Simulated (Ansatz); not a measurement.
Cold compression of Hf (omega type)

```yaml
crystal:
  lattice:
    - [4.99342, 0.00000, 0.00000]
    - [-2.49671, 4.32443, 0.00000]
    - [0.00000, 0.00000, 3.10294]
  atoms:
    - { symbol: Hf, position: [0.00000, 0.00000, 0.00000] }
    - { symbol: Hf, position: [0.33333, 0.66667, 0.50000] }
    - { symbol: Hf, position: [0.66667, 0.33333, 0.50000] }
```

The cell comes from a relaxation on PAW files under the same functional, begun from a prototype that needn't be the stable phase.

Its volume is scaled, and at each volume shape and atoms are relaxed on PAW files; all methods then take that cell.

Computed with Ansatz 0.2.0; functional PBE, scalar-relativistic. Settings: a Γ-centred 8×8×11 k mesh, Fermi–Dirac smearing of 0.08 eV, no spin polarisation. Methods: LAPW: all electrons, basis error target 1 meV/atom; PAW: frozen-core files, cutoff 420 eV; crystal datasets: all electrons, by PAW datasets that the program makes for each cell; norm-conserving: pseudopotentials, cutoff 1143 eV; PAW (cutoff 250 eV): frozen-core files, cutoff 250 eV.

Energies are extrapolated to zero smearing and count from the unscaled cell; pressure is positive in compression; gaps take the mesh and a band path. No temperature or zero-point motion is included.

Spin–orbit coupling is left out, which matters for the heavy atoms.

```
V/V0  V (Å³/atom)  P LAPW (GPa)  ΔE LAPW (eV/atom)  P PAW − LAPW (GPa)  ΔE PAW − LAPW (meV/atom)  space group  shortest distance (Å)
1.00        22.33          0.00              0.000               -0.02                       0.0       P6/mmm                  2.883
0.80        17.87          35.4              0.415               -0.05                      -0.7       P6/mmm                  2.675
0.70        15.63          71.7              1.139               -0.10                      -1.6       P6/mmm                  2.561
0.60        13.40         134.3              2.536               -0.18                      -3.5       P6/mmm                      ?
0.40         8.93         508.8             10.112               -1.12                     -17.1       P6/mmm                  2.172
```

Q: Fill in "shortest distance (Å)" for the row "0.60".

A: 2.444.

Q: Fit the Vinet equation to the LAPW pressures over the whole range, with residuals weighted by 1/(|P| + 0.03·Pmax).

A: V0 = 22.34 Å³/atom, B0 = 98.1 GPa and B0′ = 4.19, and the fit misses no point by more than 4.6 GPa. A fit over so wide a range pins B0 less well than one near rest.

Q: At the smallest volume, how far do crystal datasets and norm-conserving and PAW (cutoff 250 eV) lie from LAPW in pressure?

A: crystal datasets: 0.00 GPa; norm-conserving: -1.66 GPa; PAW (cutoff 250 eV): +27.58 GPa, on a LAPW pressure of 508.8 GPa.

Q: How do the Löwdin populations by LAPW change from the unscaled cell to the last row?

A: Hf 5s 1.96 → 1.81, Hf 6s 0.83 → 0.39, Hf 5p 5.98 → 5.71, Hf 5d 3.17 → 4.12, Hf 4f 14.00 → 13.95 electrons an atom. These are projections on the shells that the free atoms fill; 0.22 e a cell lies outside them at the start and 0.09 e at the end.
